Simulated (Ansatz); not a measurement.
# Al2Au (Fm-3m) in Ansatz: a series of runs

The runs below take Al2Au through relaxation of cell and atoms, with r2SCAN.

Everything below comes from runs of Ansatz 0.2.0. Logs are shortened: lines on timing, memory, paths and dates and some standing lists are left out, and cuts for length are marked.

### 1 The structure

It takes space group Fm-3m (No. 225, cubic). The conventional cell has a = 6.000 Å, b = 6.000 Å, c = 6.000 Å, α = 90.00°, β = 90.00°, γ = 90.00°. Au (site symmetry m-3m) has 8 Al at 2.60 Å as nearest neighbours. Around Al (site symmetry -43m) lie 4 Au at 2.60 Å.

### 2 Relaxation of cell and atoms, r2SCAN

input.yaml reads:

```yaml
crystal:
  lattice:
    - [0.0, 3.0, 3.0]
    - [3.0, 0.0, 3.0]
    - [3.0, 3.0, 0.0]
  atoms:
    - { symbol: Au, position: [0.0, 0.0, 0.0] }
    - { symbol: Al, position: [0.75, 0.75, 0.75] }
    - { symbol: Al, position: [0.25, 0.25, 0.25] }
hamiltonian:
  xc: r2scan
  pseudopotentials: { kind: paw }
kpoints:
  mp_grid: { grid: [8, 8, 8] }
scf:
  occupations: { method: fermi_dirac, width: 0.05 }
output:
  forces: true
  stress: true
  eigenvalues: true
  write_density: true
  write_potential: true
  elf: true
  volumetric_format: npy
relax:
  f_tol: 0.01
  max_steps: 40
  cell: { stress_tol: 0.05 }
```

Potentials or basis: Ansatz PAW.

Command:

```bash
$ ansatz run input.yaml --threads 2 --pin off --max-ram 5632MiB --backend cpu --events-out ev --progress --plain --runs-dir out
```

The program printed:

```text
Warning: RAYON_NUM_THREADS=2 ignored (pool sized by the plan → 2); use --threads N
Engine: ansatz 0.2.0, aarch64-unknown-linux-gnu
Pseudopotentials: kind: paw
Pseudopotential: Au, paw, valence charge 19, recommended cutoff 500 eV (meta_gga), Au.paw.azcp
Pseudopotential: Al, paw, valence charge 3, recommended cutoff 500 eV (meta_gga), Al.paw.azcp
Functional definition: r2SCAN
  parameter k0 = 0.174
  parameter k1 = 0.065
  parameter a1 = 4.9479
  exchange = r2scan_x(k0 = k0, k1 = k1, a1 = a1)
  correlation = r2scan_c
Crystal: 3 atoms, lattice volume = 54.000 Å³
Basis set: ecut = 500 eV, 1363 PW (Γ), exchange–correlation on 128×128×128 points (64 copies of the dense FFT grid, shifted against one another)
Bands: 17, of which v1, the nominal top of the filled ones, is band 13 counted from 1 (12 counted from 0)
Symmetry: 48 space group operations
Space group: Fm-3m (ITA 225), of the structure as read, at distance tolerance 3.8e-5 Å
k-points: 29 of 512
Non-local potential: Au, projectors of the file, l = 0: 3, l = 1: 2, l = 2: 2, l = 3: 1
Non-local potential: Al, projectors of the file, l = 0: 2, l = 1: 2, l = 2: 1
PAW form: soft (Blöchl's): semilocal exchange-correlation on the pseudo side does not see the compensation charge
PAW frozen core: Au, regenerated for the run's functional (the file was generated under x = pbe(κ = 0.804, μ = 0.2195149727645171), c = pbe(β = 0.06672455060314922))
PAW frozen core: Al, regenerated for the run's functional (the file was generated under x = pbe(κ = 0.804, μ = 0.2195149727645171), c = pbe(β = 0.06672455060314922))
PAW one-centre angular grid: Au, 590 points (default); XC on 160 Gauss nodes
PAW one-centre angular grid: Al, 302 points (default); XC on 160 Gauss nodes
Initial density: superposition of atomic densities (neutral atoms: chi_scale 0, normalization atom), corrected by the library's trained network
Initial wavefunctions: pseudopotential atomic-orbital guess
Functional: x = r2scan, c = r2scan; τ floored in thin density (d = 2e-4 eV/Å³)
SCF iter   1: F=—  HF=-14245.763151 eV  |F-HF|=—  |Δ(HF+E_count)|=         —  Δρ=8.47e-3  dr2=6.21e-2  dr2_τ=3.75e-2  ethr=1.77e-3  ⟨swp⟩=6.1  Hψ=2657  notcnv=0
preconditioner: auto → Kerker (q_TF=auto, 2.400 Å⁻¹)  [metal: Δε(μ)=0.111 eV  Ē_g=10.197 eV  σ=0.050 eV  W_gap=0.45  n_scr=14 (ndim 8)  ℏωp=20.8 eV  f_vac=0.007  D(μ)=0.93/eV (n_scr^D=0)]
SCF iter   2: F=—  HF=-14245.792442 eV  |F-HF|=—  |Δ(HF+E_count)|=   2.93e-2  Δρ=2.74e-3  dr2=6.87e-3  dr2_τ=1.50e-3  ethr=2.48e-4  ⟨swp⟩=2.4  Hψ=1050  notcnv=0  defer=6
preconditioner: auto → none  [insulator: Δε(μ)=0.139 eV  Ē_g=10.129 eV  σ=0.050 eV  W_gap=0.55  n_scr=14 (ndim 8)  ℏωp=20.8 eV  f_vac=0.005  D(μ)=0.86/eV (n_scr^D=0)  ε∞_Penn≈5.2]
SCF iter   3: F=—  HF=-14245.791343 eV  |F-HF|=—  |Δ(HF+E_count)|=   1.10e-3  Δρ=1.13e-3  dr2=5.40e-4  dr2_τ=8.36e-5  ethr=2.75e-5  ⟨swp⟩=2.0  Hψ=707  notcnv=0  defer=6
SCF iter   4: F=—  HF=-14245.791454 eV  |F-HF|=—  |Δ(HF+E_count)|=   1.11e-4  Δρ=3.52e-4  dr2=5.14e-5  dr2_τ=1.03e-6  ethr=2.16e-6  ⟨swp⟩=2.8  Hψ=842  notcnv=0  defer=6
SCF iter   5: F=—  HF=-14245.791465 eV  |F-HF|=—  |Δ(HF+E_count)|=   1.18e-5  Δρ=6.64e-5  dr2=1.90e-6  dr2_τ=3.77e-8  ethr=2.06e-7  ⟨swp⟩=2.2  Hψ=828  notcnv=0  defer=6
SCF iter   6: F=-14245.791466 eV  HF=-14245.791466 eV  |F-HF|=8.14e-9  |Δ(HF+E_count)|=   6.62e-7  Δρ=4.69e-6  dr2=2.24e-8  dr2_τ=8.26e-10  ethr=4.00e-10  ⟨swp⟩=7.8  Hψ=3339  notcnv=0
SCF 1 converged in 6 iterations: F = -14245.791466 eV  dr2 = 2.24e-8
relax step   1: F+E_penalty+E_count = -14245.79146606 eV  Δ(F+E_penalty+E_count) = +0.000e0 eV  max|allowed force component| = 1.542e-17 eV/Å  Δτ_max = 0.0000 Å  P = +0.460 GPa  Ω = 54.000 Å³  (6 SCF iters, dr2 threshold 1.00e-7 eV, accepted)
[... 12 lines left out ...]
relax step   2: F+E_penalty+E_count = -14245.79166572 eV  Δ(F+E_penalty+E_count) = -1.997e-4 eV  max|allowed force component| = 2.776e-17 eV/Å  Δτ_max = 0.0000 Å  P = -0.172 GPa  Ω = 54.287 Å³  energy of the carried Pulay correction = -5.550e-5 eV  (5 SCF iters, dr2 threshold 3.00e-7 eV, accepted)
[... 8 lines left out ...]
relax step   3: F+E_penalty+E_count = -14245.79172333 eV  Δ(F+E_penalty+E_count) = -5.761e-5 eV  max|allowed force component| = 3.392e-17 eV/Å  Δτ_max = 0.0000 Å  P = -0.001 GPa  Ω = 54.209 Å³  energy of the carried Pulay correction = -4.035e-5 eV  (4 SCF iters, dr2 threshold 7.43e-8 eV, accepted)
[... 8 lines left out ...]
relax step   4: F+E_penalty+E_count = -14245.79176204 eV  Δ(F+E_penalty+E_count) = -3.871e-5 eV  max|allowed force component| = 1.850e-17 eV/Å  Δτ_max = 0.0000 Å  P = -0.001 GPa  Ω = 54.209 Å³  stress off target by 7.32e-4 GPa  SCF on the basis re-selected at this cell (its energy is not comparable with the rows above)  (4 SCF iters)
basis re-selected at this cell: Δ(F+E_penalty+E_count) = -3.871e-5 eV, ΔP = -0.000 GPa vs the last step (what re-selecting the basis moved, of the pressure what is left beyond the Pulay correction that the steps carried, after the strain that the cell walked since its last selection, with what the two solves' SCF thresholds leave and, on support functions, any second-order correction that the steps lacked; it is no measure of the basis error at this ecutwfc). This SCF's stress stands 7.32e-4 GPa from its target on what of the cell is left free (relax.cell.stress_tol is 5.00e-2 GPa) and its largest allowed force component is 1.85e-17 eV/Å (relax.f_tol is 1.00e-2 eV/Å): within both
SCF converged after 4 iterations
Free energy (F): -14245.791762 eV
Harris-Foulkes:  -14245.791762 eV  (|F-HF|=4.73e-11)
Internal energy: -14245.785018 eV  (E = F + TS)
E sigma→0 (E₀):  -14245.788390 eV
Entropy (-TS):   -0.006744 eV (-2.248 meV/atom)
Fermi energy:    11.147350 eV
--- Per-component energies (eV) ---
  E_band       = -396.618388
  E_kinetic    = 650.428262
  E_local      = -2973.648115  (includes V_loc(G=0)·N_el)
  E_nonlocal   = 87.934639
  E_hartree    = 1282.251386
  E_xc         = -293.804967
  E_vxc        = -373.625325  (∫ρ·V_xc dr)
  E_paw        = -10673.553911  (= ΣΔE_a)
  E_vpaw       = -376.661443  (= ΣTr[D̂ρ^β])
  E_aug_tail   = 0.000732  (compensation charges beyond the density's cutoff)
  E_vtau       = 24.449996  (kinetic-family band-sum trace: ∫τ·v_τ [+ j·A + Jᵃ·Aᵃ] dr)
  E_ewald      = -2325.096506
  E_core_change = -0.296540  (= ΣΔE_core)
  E_smearing   = -0.006744  (= −TS)
  E_closure    = -0.000000  (closes the sum)
  Σ components = -14245.791762   (vs F -14245.791762, Δ=0.00e0)
--- Forces (eV/Å), atoms counted from 1 ---
  atom   1  Au     0.00000000    -0.00000000     0.00000000
  atom   2  Al     0.00000000    -0.00000000     0.00000000
  atom   3  Al    -0.00000000     0.00000000    -0.00000000
  max |Σ_I F_I| component: 1.84e-30 eV/Å
--- Stress (GPa, compression-positive) ---
       -0.000732       0.000000       0.000000
        0.000000      -0.000732      -0.000000
        0.000000      -0.000000      -0.000732
  P = ⅓ Tr σ = -0.0007 GPa (-0.007 kbar)
--- Band table (eV; the first three rows and the last of 29) ---
  k-point 0: bands = ["-98.3264", "-49.1047", "-49.1047", "-49.1047", "0.0642", "4.2065", "4.2065", "4.2065", "5.2062", "5.2062", "13.9992", "14.1828", "14.1828", "14.1828", "15.3072", "15.3072", "15.3072"]
  k-point 1: bands = ["-98.3264", "-49.1049", "-49.1047", "-49.1047", "0.2791", "4.1443", "4.2602", "4.2602", "5.1968", "5.1968", "11.7688", "13.4770", "13.4770", "14.1578", "16.0202", "16.0202", "16.7913"]
  k-point 2: bands = ["-98.3264", "-49.1053", "-49.1048", "-49.1048", "0.8927", "4.0265", "4.3735", "4.3735", "5.2076", "5.2076", "9.0478", "12.5136", "12.5136", "14.4410", "15.7931", "15.7931", "16.2023"]
  k-point 28: bands = ["-98.3264", "-49.1056", "-49.1056", "-49.1052", "3.7916", "3.7916", "4.5065", "4.5339", "5.0756", "5.6615", "6.9369", "6.9369", "8.8491", "15.6167", "15.6167", "16.7457", "16.8287"]
--- Relaxed structure (3 steps of the walk, 3 accepted, 1 SCFs on fresh bases) ---
  F+E_penalty+E_count = -14245.79176204 eV   max|allowed force component| = 1.850e-17 eV/Å   (the final SCF, on the basis selected at the relaxed cell)
  cell:  # Å, volume = 54.2086 Å³
    - [-1.2101508578127028e-34, 3.0038570779879015, 3.0038570779879015]
    - [3.0038570779879015, -4.792834318442414e-34, 3.0038570779879015]
    - [3.0038570779879015, 3.0038570779879015, -3.7100677614521013e-34]
  atoms:
    - { symbol: Au, position: [-9.264636957591976e-37, -4.1098765450971645e-37, 1.5122952507467772e-35] }
    - { symbol: Al, position: [0.7500000000000001, 0.7500000000000001, 0.7500000000000001] }
    - { symbol: Al, position: [0.25, 0.25, 0.25] }
```

It took 11 s on 2 threads of Arm Neoverse V1, shared host; peak memory 0.48 GiB.

What came out:

* Free energy: -14245.7918 eV
* Relaxed volume: 18.07 Å³/atom
* Relaxed cell: a = 4.248 Å, b = 4.248 Å, c = 4.248 Å, α = 60.00°, β = 60.00°, γ = 60.00°
* Space group after relaxing (to 0.05 Å): Fm-3m (No. 225)
* Energy gained by relaxing: 0.1 meV/atom
* Ionic steps: 4
* Pressure after relaxing: 0.0 GPa
* Band gap on the k mesh: none (metal or under the smearing width)

Step by step:
```
step  energy change (eV)  largest force (eV/Å)  volume (Å³)
   1              0.0000                0.0000        54.00
   2             -0.0002                0.0000        54.29
   3             -0.0003                0.0000        54.21
   4             -0.0003                0.0000        54.21
```

Final structure:
```
Au Al
1.0
     0.00000    3.00386    3.00386
     3.00386    0.00000    3.00386
     3.00386    3.00386    0.00000
Au Al
1 2
Direct
  0.00000 0.00000 0.00000
  0.75000 0.75000 0.75000
  0.25000 0.25000 0.25000
```

Levels at points of the mesh, in eV from the Fermi level:
```tsv
k point	band 10	band 11	band 12	band 13	band 14	band 15	band 16	band 17
(0.00, 0.00, 0.00)	-5.94	2.85	3.04	3.04	3.04	4.16	4.16	4.16
(0.00, 0.00, -0.50)	-5.80	-5.74	0.32	0.32	3.79	4.04	4.08	4.08
(0.00, -0.50, -0.50)	-5.61	-5.31	-2.27	-2.27	1.55	2.37	7.97	10.60
```

Caveat: the plane-wave basis is chosen anew once the cell has moved, so the energies of steps on either side of that aren't comparable; the PAW data sets come from PBE, with cores solved anew for the run's functional, which leaves a small shift of forces and pressure. The run has no spin-orbit coupling, so splittings on Au are missing.

### 3 Relaxation of cell and atoms, r2SCAN, target pressure 2 GPa, at which the enthalpy is minimised

Changes to input.yaml since step 2:

```diff
@@ -20,6 +20,2 @@
   eigenvalues: true
-  write_density: true
-  write_potential: true
-  elf: true
-  volumetric_format: npy
 relax:
@@ -27,2 +23,2 @@
   max_steps: 40
-  cell: { stress_tol: 0.05 }
+  cell: { stress_tol: 0.05, p_target: 2.0 }
```

Potentials or basis: Ansatz PAW.

Command:

```bash
$ ansatz run input.yaml --threads 2 --pin off --max-ram 5632MiB --backend cpu --events-out ev --progress --plain --runs-dir out
```

Wall time 11 s (2 threads of Arm Neoverse V1, shared host); peak memory 0.47 GiB.

Results (log left out):

```yaml
Free_energy: -14245.7865 eV
Relaxed_volume: 17.78 Å³/atom
Relaxed_cell: a = 4.225 Å, b = 4.225 Å, c = 4.225 Å, α = 60.00°, β = 60.00°, γ = 60.00°
Space_group_after_relaxing_to_0.05_Å: Fm-3m (No. 225)
Energy_change_on_relaxing_the_enthalpy_is_what_falls: +1.7 meV/atom
Ionic_steps: 4
Pressure_after_relaxing: 2.0 GPa
Band_gap_on_the_k_mesh: none (metal or under the smearing width)
```

Step by step:
```
step  energy change (eV)  largest force (eV/Å)  volume (Å³)
   1              0.0000                0.0000        54.00
   2              0.0091                0.0000        53.05
   3              0.0049                0.0000        53.34
   4              0.0050                0.0000        53.34
```

Final structure:
```xyz
3
Lattice="0.0000 2.9878 2.9878 2.9878 0.0000 2.9878 2.9878 2.9878 0.0000" Properties=species:S:1:pos:R:3 pbc="T T T"
Au    0.0000    0.0000    0.0000
Al    4.4817    4.4817    4.4817
Al    1.4939    1.4939    1.4939
```

Levels at points of the mesh, in eV from the Fermi level:
```csv
k point,band 11,band 12,band 13,band 14,band 15,band 16
"(0.00, 0.00, 0.00)",2.97,3.03,3.03,3.03,4.23,4.23
"(0.00, 0.00, -0.50)",-5.81,0.30,0.30,3.81,4.13,4.13
"(0.00, -0.50, -0.50)",-5.37,-2.31,-2.31,1.64,2.37,7.97
```

Caveat: the plane-wave basis is chosen anew once the cell has moved, so the energies of steps on either side of that aren't comparable; the PAW data sets come from PBE, with cores solved anew for the run's functional, which leaves a small shift of forces and pressure. Spin-orbit coupling is left out, which matters for the levels of Au.

### 4 Relaxation of cell and atoms, r2SCAN, target pressure 5 GPa, at which the enthalpy is minimised

Changes to input.yaml since step 3:

```diff
@@ -23,2 +23,2 @@
   max_steps: 40
-  cell: { stress_tol: 0.05, p_target: 2.0 }
+  cell: { stress_tol: 0.05, p_target: 5.0 }
```

Command:

```bash
$ ansatz run input.yaml --threads 2 --pin off --max-ram 5632MiB --backend cpu --events-out ev --progress --plain --runs-dir out
```

Run time: 13 s. Hardware: 2 threads of Arm Neoverse V1, shared host; peak memory 0.47 GiB.

The run converged. Its results:

| Quantity | Value |
| --- | --- |
| Free energy | -14245.7610 eV |
| Relaxed volume | 17.39 Å³/atom |
| Relaxed cell | a = 4.194 Å, b = 4.194 Å, c = 4.194 Å, α = 60.00°, β = 60.00°, γ = 60.00° |
| Space group after relaxing (to 0.05 Å) | Fm-3m (No. 225) |
| Energy change on relaxing (the enthalpy is what falls) | +10.2 meV/atom |
| Ionic steps | 5 |
| Pressure after relaxing | 5.0 GPa |
| Band gap on the k mesh | none (metal or under the smearing width) |

The path:
| step | energy change (eV) | largest force (eV/Å) | volume (Å³) |
| --- | --- | --- | --- |
| 1 | 0.0000 | 0.0000 | 54.00 |
| 2 | 0.0670 | 0.0000 | 51.22 |
| 3 | 0.0283 | 0.0000 | 52.22 |
| 4 | 0.0301 | 0.0000 | 52.16 |
| 5 | 0.0305 | 0.0000 | 52.16 |

Final structure:
```
Au Al
1.0
     0.00000    2.96557    2.96557
     2.96557    0.00000    2.96557
     2.96557    2.96557    0.00000
Au Al
1 2
Direct
  0.00000 0.00000 0.00000
  0.75000 0.75000 0.75000
  0.25000 0.25000 0.25000
```

Levels at points of the mesh, in eV from the Fermi level:
| k point | band 11 | band 12 | band 13 | band 14 | band 15 | band 16 |
| --- | --- | --- | --- | --- | --- | --- |
| (0.00, 0.00, 0.00) | 3.02 | 3.02 | 3.02 | 3.13 | 4.33 | 4.33 |
| (0.00, 0.00, -0.50) | -5.91 | 0.27 | 0.27 | 3.85 | 4.20 | 4.20 |
| (0.00, -0.50, -0.50) | -5.46 | -2.38 | -2.38 | 1.77 | 2.37 | 7.97 |

Caveat: the plane-wave basis is chosen anew once the cell has moved, so the energies of steps on either side of that aren't comparable; the PAW data sets come from PBE, with cores solved anew for the run's functional, which leaves a small shift of forces and pressure. The run has no spin-orbit coupling, so splittings on Au are missing.

### 5 Relaxation of cell and atoms, r2SCAN, target pressure 10 GPa, at which the enthalpy is minimised

Changes to input.yaml since step 4:

```diff
@@ -20,2 +20,6 @@
   eigenvalues: true
+  write_density: true
+  write_potential: true
+  elf: true
+  volumetric_format: npy
 relax:
@@ -23,2 +27,2 @@
   max_steps: 40
-  cell: { stress_tol: 0.05, p_target: 5.0 }
+  cell: { stress_tol: 0.05, p_target: 10.0 }
```

Command:

```bash
$ ansatz run input.yaml --threads 2 --pin off --max-ram 5632MiB --backend cpu --events-out ev --progress --plain --runs-dir out
```

Wall time 14 s (2 threads of Arm Neoverse V1, shared host); peak memory 0.48 GiB.

The run converged. Its results:

| Quantity | Value |
| --- | --- |
| Free energy | -14245.6833 eV |
| Relaxed volume | 16.83 Å³/atom |
| Relaxed cell | a = 4.148 Å, b = 4.148 Å, c = 4.148 Å, α = 60.00°, β = 60.00°, γ = 60.00° |
| Space group after relaxing (to 0.05 Å) | Fm-3m (No. 225) |
| Energy change on relaxing (the enthalpy is what falls) | +36.1 meV/atom |
| Ionic steps | 5 |
| Pressure after relaxing | 10.0 GPa |
| Band gap on the k mesh | none (metal or under the smearing width) |

The path:
```
step  energy change (eV)  largest force (eV/Å)  volume (Å³)
   1              0.0000                0.0000        54.00
   2              0.2978                0.0000        48.28
   3              0.0927                0.0000        50.73
   4              0.1075                0.0000        50.48
   5              0.1082                0.0000        50.48
```

Final structure:
```xyz
3
Lattice="0.0000 2.9334 2.9334 2.9334 0.0000 2.9334 2.9334 2.9334 0.0000" Properties=species:S:1:pos:R:3 pbc="T T T"
Au    0.0000    0.0000    0.0000
Al    4.4001    4.4001    4.4001
Al    1.4667    1.4667    1.4667
```

Levels at points of the mesh, in eV from the Fermi level:
```tsv
k point	band 10	band 11	band 12	band 13	band 14	band 15	band 16	band 17
(0.00, 0.00, 0.00)	-6.33	3.01	3.01	3.01	3.38	4.47	4.47	4.47
(0.00, 0.00, -0.50)	-6.16	-6.07	0.24	0.24	3.89	4.29	4.29	4.62
(0.00, -0.50, -0.50)	-5.95	-5.60	-2.48	-2.48	1.96	2.38	7.95	11.23
```

Caveat: the plane-wave basis is chosen anew once the cell has moved, so the energies of steps on either side of that aren't comparable; the PAW data sets come from PBE, with cores solved anew for the run's functional, which leaves a small shift of forces and pressure. Spin-orbit coupling is left out, which matters for the levels of Au.

### 6 Summary

```tsv
cell	target pressure (GPa)	gap on the mesh (eV)	pressure (GPa)
relaxed	0	none	0.0
relaxed to 2 GPa	2	none	2.0
relaxed to 5 GPa	5	none	5.0
relaxed to 10 GPa	10	none	10.0
```

Alike in all rows: task relaxation of cell and atoms; level r2SCAN; potentials or basis Ansatz PAW; no spin polarisation; k mesh 8 × 8 × 8; cutoff (eV) 500; smearing fermi-dirac 0.05 eV.

Caveats: the plane-wave basis is chosen anew once the cell has moved, so the energies of steps on either side of that aren't comparable; the PAW data sets come from PBE, with cores solved anew for the run's functional, which leaves a small shift of forces and pressure.

Absolute energies hang on the potentials; compare differences alone.
